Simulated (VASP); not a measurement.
Here is a VASP 6.6.1 calculation.

Contents of INCAR:

```
  PREC = Accurate
  ENCUT = 520
  EDIFF = 1E-8
  ISMEAR = 0
  SIGMA = 0.01
  LREAL = F
  LASPH = T
  NELM = 80
  ALGO = Fast
  ISIF = 2
  LWAVE = F
  LCHARG = T
  GGA = CA
  IBRION = 8
  NSW = 1
```

Contents of KPOINTS:

```
Automatic mesh
0
Gamma
  9 9 6
```

POSCAR

```
ZnO
1.0
    3.1617719374      0.0000000000      0.0000000000
   -1.5808859687      2.7381748188      0.0000000000
    0.0000000000      0.0000000000      5.1128879954
Zn O
2 2
Direct
    0.3333333333      0.6666666667      0.0018534280
    0.6666666667      0.3333333333      0.5018534280
    0.3333333333      0.6666666667      0.3801465720
    0.6666666667      0.3333333333      0.8801465720
```

Potentials or basis: VASP PAW LDA potentials, release 64 (Zn, O).

Launch:

```sh
$ cat potpaw_LDA.64/Zn/POTCAR potpaw_LDA.64/O/POTCAR > POTCAR
$ mpirun -np 1 vasp_std > vasp.out
```

Task: Estimate the highest phonon frequency at Γ, LO-TO splitting left out.

Result: 580 cm⁻¹.

Phonon frequencies in cm⁻¹ (negative: imaginary):
| q point | frequencies |
| --- | --- |
| (0.000, 0.000, 0.000) | 0 0 0 81 81 269 422 439 439 474 474 580 |

Caveat: the atoms weren't relaxed first, which shifts response properties.
